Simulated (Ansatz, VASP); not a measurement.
**V in VASP and in Ansatz**

INCAR

```
ALGO = Normal ; EDIFF = 1E-7
EDIFFG = -0.005 ; ENCUT = 600
GGA = PE ; IBRION = 2
ISIF = 3 ; ISMEAR = 0
LASPH = T ; LCHARG = F
LREAL = F ; LWAVE = F
NELM = 60 ; NSW = 100
PREC = Accurate ; SIGMA = 0.1
```

KPOINTS

```
k-points
0
Gamma
  20 20 20
```

POSCAR

```
V
1.0
   -1.5143500000      1.5143500000      1.5143500000
    1.5143500000     -1.5143500000      1.5143500000
    1.5143500000      1.5143500000     -1.5143500000
V
1
Direct
    0.0000000000      0.0000000000      0.0000000000
```

Input for Ansatz:

```yaml
crystal:
  lattice:
    - [-1.51435, 1.51435, 1.51435]
    - [1.51435, -1.51435, 1.51435]
    - [1.51435, 1.51435, -1.51435]
  atoms:
    - { symbol: V, position: [0.0, 0.0, 0.0] }
basis:
  ecutwfc: 420
kpoints:
  mp_grid: { grid: [20, 20, 20] }
hamiltonian:
  xc: pbe
scf:
  occupations: { method: gaussian, width: 0.1 }
output:
  forces: true
  stress: true
  eigenvalues: true
relax:
  adjacent_minimum: "off"
  f_tol: 0.005
  max_steps: 80
  cell: { stress_tol: 0.05 }
```

Alike in both runs: task relaxation of cell and atoms; functional PBE; k mesh 20 × 20 × 20; occupations gaussian, width 0.1 eV; no spin polarisation.

```csv
,VASP,Ansatz
version,VASP 6.6.1,Ansatz 0.2.0
potentials or method,"VASP PAW PBE potentials, release 64 (V_sv)","scalar-relativistic, plane waves, PAW"
plane-wave cutoff (eV),600,420
valence electrons in the cell,13,13
```

```csv
,VASP,Ansatz,Ansatz less VASP
"gap on the k mesh at the Fermi level, each at its own relaxed structure (eV)",none,none,-
relaxed volume (Å³/atom),13.47,13.46,-0.011
relaxed cell length with the largest relative difference (Å),2.596,2.596,-0.0007
energy change over the relaxation (meV/atom),-7,-8,-0.4
```

A gap of «none» marks a metal or a gap that the smearing closes.
